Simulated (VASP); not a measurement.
Write the native input for VASP 6.6.1 that does the following.

- Task: relaxation of cell and atoms
- Functional: PBE
- Potentials or basis: VASP PAW PBE potentials, release 54 (Ti, O)
- Cutoff: 580 eV
- k mesh: 6 × 6 × 9
- Occupations: fermi-dirac, width 0.05 eV
- Spin: no spin polarisation
- Further INCAR settings: ALGO = Normal; EDIFF = 1e-06; IBRION = 2; EDIFFG = -0.01; NSW = 40; ISIF = 3

The structure of TiO2 lies in POSCAR:

```
TiO2
1.0
    4.5998373239      0.0000000000      0.0000000000
    0.0000000000      4.5998373239      0.0000000000
    0.0000000000      0.0000000000      2.9592135600
Ti O
2 4
Direct
    0.0000000000      0.0000000000      0.5000000000
    0.5000000000      0.5000000000      0.0000000000
    0.3043213200      0.3043213200      0.5000000000
    0.1956786800      0.8043213200      0.0000000000
    0.8043213200      0.1956786800      0.0000000000
    0.6956786800      0.6956786800      0.5000000000
```

The cell is a database's computed one.

The input as run:

INCAR

```
SYSTEM = TiO2
PREC = Accurate
ENCUT = 580
EDIFF = 1E-6
ISMEAR = -1
SIGMA = 0.05
LREAL = .False.
LASPH = .True.
NELM = 100
ALGO = Normal
ISIF = 3
LWAVE = .False.
LCHARG = .False.
GGA = PE
IBRION = 2
NSW = 40
EDIFFG = -0.01
```

KPOINTS

```
Automatic mesh
0
Gamma
  6 6 9
  0 0 0
```

Potentials or basis: VASP PAW PBE potentials, release 54 (Ti, O).

Run with:

```bash
$ cat potpaw_PBE.54/Ti/POTCAR potpaw_PBE.54/O/POTCAR > POTCAR
$ mpirun -np 1 vasp_std > vasp.out
```

It gave:

```
Relaxed volume                         : 10.75 Å³/atom
Relaxed cell                           : a = 4.661 Å, b = 4.661 Å, c = 2.969 Å, α = 90.00°, β = 90.00°, γ = 90.00°
Space group after relaxing (to 0.05 Å) : P4_2/mnm (No. 136)
Energy gained by relaxing              : 6.7 meV/atom
Ionic steps                            : 5
Pressure after relaxing                : 0.0 GPa
Largest force after relaxing           : 0.007 eV/Å
Band gap on the k mesh                 : 1.66 eV, direct
```

Caveat: an odd mesh through Γ misses points on the zone boundary, where band edges often lie.

Run time: 75 s on 1 thread of Intel(R) Xeon(R) 6975P-C (Granite Rapids), with other jobs on the host, peak memory 0.22 GiB.
